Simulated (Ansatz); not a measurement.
Zincblende AlAs (r2SCAN geometry), in Ansatz:

```cif
data_structure
_symmetry_space_group_name_H-M 'P 1'
_symmetry_Int_Tables_number 1
_cell_length_a 4.0148
_cell_length_b 4.0148
_cell_length_c 4.0148
_cell_angle_alpha 60.000
_cell_angle_beta 60.000
_cell_angle_gamma 60.000
_cell_volume 45.76
loop_
_atom_site_label
_atom_site_type_symbol
_atom_site_fract_x
_atom_site_fract_y
_atom_site_fract_z
_atom_site_occupancy
Al1 Al 0.00000 0.00000 0.00000 1
As1 As 0.25000 0.25000 0.25000 1
```

G0W0@PBE with 250 empty bands, a screening cutoff of 180 eV and a 6×6×6 mesh (PAW, contour deformation) gives 2.160 eV over the mesh points, from a PBE gap of 1.457 eV; it sums over 259 bands with 259 plane waves in the screening and a wave cutoff of 420 eV. G0W0 values are finite-basis, finite-mesh values. Spin-unpolarised throughout; all numbers are computed.

Question: Estimate the gap with mesh 8×8×8, empty bands 74, screening cutoff 80 eV.

Answer: 1.983 eV (-0.177 eV), from a Kohn-Sham gap of 1.460 eV.

Question: Another run gave a Kohn-Sham gap of 1.455 eV and a G0W0 gap of 2.160 eV, summing over 259 bands with 259 plane waves in the screening and a wave cutoff of 1143 eV. What was changed?

Answer: Potentials of the kind norm-conserving. The wave cutoff gives it away.

Question: Estimate the gap with empty bands 103, screening cutoff 100 eV.

Answer: 2.041 eV (-0.119 eV), from a Kohn-Sham gap of 1.457 eV.

Question: Estimate the gap with starting point HSE06.

Answer: 2.458 eV (+0.298 eV), from a Kohn-Sham gap of 2.092 eV.

Spin-orbit coupling is left out.
